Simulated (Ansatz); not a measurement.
Input of an Ansatz 0.2.0 run:

Contents of input.yaml:

```yaml
crystal:
  lattice:
    - [0.0, 3.3, 3.3]
    - [3.3, 0.0, 3.3]
    - [3.3, 3.3, 0.0]
  atoms:
    - { symbol: Br, position: [0.5, 0.5, 0.5] }
    - { symbol: K, position: [0.0, 0.0, 0.0] }
hamiltonian:
  xc: r2scan50
  pseudopotentials: { kind: paw }
kpoints:
  mp_grid: { grid: [4, 4, 4] }
  band_path:
    path:
      - [[0.0, 0.0, 0.0], [0.5, 0.0, 0.5], [0.5, 0.25, 0.75], [0.375, 0.375, 0.75], [0.0, 0.0, 0.0], [0.5, 0.5, 0.5], [0.625, 0.25, 0.625], [0.5, 0.25, 0.75], [0.5, 0.5, 0.5], [0.375, 0.375, 0.75]]
      - [[0.625, 0.25, 0.625], [0.5, 0.0, 0.5]]
    npoints: 4
scf:
  occupations: { method: fermi_dirac, width: 0.05 }
  n_extra_bands: 6
output:
  forces: true
  stress: true
  eigenvalues: true
  fatbands: false
  write_density: true
  write_potential: true
  elf: true
  volumetric_format: npy
```

Potentials or basis: Ansatz PAW.

Run with:

```sh
$ ansatz run input.yaml --threads 2 --pin off --max-ram 5632MiB --backend cpu --events-out ev --progress --plain --runs-dir out
```

Task: Predict the band gap on the k mesh.

Result: 8.25 eV, direct.

Task: Predict the pressure.

Result: -0.1 GPa.

Task: Predict the band gap along the path.

Result: 8.25 eV, direct.

Levels at the corners of the path, in eV from the valence-band top:
| point | band 5 | band 6 | band 7 | band 8 | band 9 | band 10 | band 11 | band 12 |
| --- | --- | --- | --- | --- | --- | --- | --- | --- |
| Γ | -12.99 | 0.00 | 0.00 | 0.00 | 8.25 | 11.90 | 11.90 | 11.90 |
| X | -13.03 | -0.98 | -0.35 | -0.35 | 9.73 | 11.39 | 13.57 | 14.33 |
| W | -12.89 | -0.70 | -0.70 | -0.62 | 11.42 | 11.42 | 12.59 | 13.66 |
| K | -12.92 | -0.83 | -0.74 | -0.39 | 10.52 | 12.42 | 12.56 | 13.93 |
| Γ | -12.99 | 0.00 | 0.00 | 0.00 | 8.25 | 11.90 | 11.90 | 11.90 |
| L | -12.73 | -1.36 | -0.38 | -0.38 | 10.38 | 12.49 | 14.31 | 14.31 |
| U | -12.92 | -0.83 | -0.74 | -0.39 | 10.52 | 12.42 | 12.56 | 13.93 |
| W | -12.89 | -0.70 | -0.70 | -0.62 | 11.42 | 11.42 | 12.59 | 13.66 |
| L | -12.73 | -1.36 | -0.38 | -0.38 | 10.38 | 12.49 | 14.31 | 14.31 |
| K | -12.92 | -0.83 | -0.74 | -0.39 | 10.52 | 12.42 | 12.56 | 13.93 |
| U | -12.92 | -0.83 | -0.74 | -0.39 | 10.52 | 12.42 | 12.56 | 13.93 |
| X | -13.03 | -0.98 | -0.35 | -0.35 | 9.73 | 11.39 | 13.57 | 14.33 |

Caveat: the PAW data sets come from PBE, with cores solved anew for the run's functional, which leaves a small shift of forces and pressure; the thresholds are loose for stress.
